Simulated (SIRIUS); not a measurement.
# TaN under changes of volume

One of the cells (11.030 Å³/atom); the others are scaled copies at fixed shape and fractional positions:

```
CELL_PARAMETERS angstrom
0.00000 2.22597 2.22597
2.22597 0.00000 2.22597
2.22597 2.22597 0.00000
ATOMIC_POSITIONS crystal
Ta 0.50000 0.50000 0.50000
N 0.00000 0.00000 0.00000
```

The cell comes from a database or a generator and needn't be the stable form of this composition.

```yaml
Program: SIRIUS 7.10.0
Functional: PBEsol
Potentials_or_basis: PseudoDojo 0.4.1 PBEsol standard (scalar relativistic)
Cutoff: 1152 eV
Density_cutoff: 4606 eV
k_mesh: 10 × 10 × 10
Occupations: fermi-dirac, width 0.05 eV
Spin: no spin polarisation
```

| volume (Å³/atom) | energy over the lowest point (meV/atom) | pressure (GPa) |
| --- | --- | --- |
| 10.164 | 8.78 | 10.6 |
| 10.381 | 0.00 | 2.6 |
| 10.597 | 1.54 | -4.7 |
| 11.030 | ? | ? |
| 11.246 | 57.74 | -22.1 |
| 11.462 | 90.73 | -26.7 |

What does the run at 11.030 Å³/atom give?

Energy over the lowest point 31.34 meV/atom; pressure -16.9 GPa.

Worked out: A Birch-Murnaghan fit of order 3 (a polynomial in V^(-2/3)) to the other rows has its minimum at 10.45 Å³/atom with B0 = V·E''(V) = 355 GPa and B' = 4.3. It gives 31.36 meV/atom at 11.030 Å³/atom, against the run's 31.34, and -dE/dV = -16.9 GPa, against -16.9.

Energies are extrapolated to zero smearing.
